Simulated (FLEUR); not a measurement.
Crystal: Sn.

```
CELL_PARAMETERS angstrom
-1.72654 1.77555 2.33834
1.72654 -1.77555 2.33834
1.72654 1.77555 -2.33834
ATOMIC_POSITIONS crystal
Sn 0.00000 0.00000 0.00000
```

This isn't the form of Sn at room conditions, which is tetragonal (white tin).

| Property | Result |
| --- | --- |
| Program | FLEUR MaX-R8.1 (later development tree) |
| Task | single point |
| Functional | PBEsol |
| Potentials or basis | all-electron |
| Basis | FLAPW |
| Kmax | 4.1 1/bohr |
| k mesh | 11 × 11 × 11 |
| Occupations | fermi-dirac, width 0.05 eV |
| Spin | no spin polarisation |
| Gmax | 12.7 1/bohr |
| Muffin-tin radii | Sn 2.66 bohr |
| lmax | Sn 10 |
| lnonsphr | Sn 10 |
| Local orbitals a species | Sn 5 |
| Max iterations | 60 |
| Mixing factor | 0.05 |
| Mixer | Anderson |
| Mixer history | 15 |

On this cell: band gap on the k mesh none (metal or under the smearing width).

The same run follows on a disturbed copy (cell strained at random at fixed volume):

```xyz
1
Lattice="-1.6658 1.7656 2.2958 1.7444 -1.7991 2.3793 1.6824 1.8152 -2.3212" Properties=species:S:1:pos:R:3 pbc="T T T"
Sn   -0.0176    0.0062   -0.0314
```

Problem. What does the disturbed cell give?

Solution. The energy (extrapolated to zero smearing) moves by +4.9 meV/atom; band gap on the k mesh none (metal or under the smearing width).
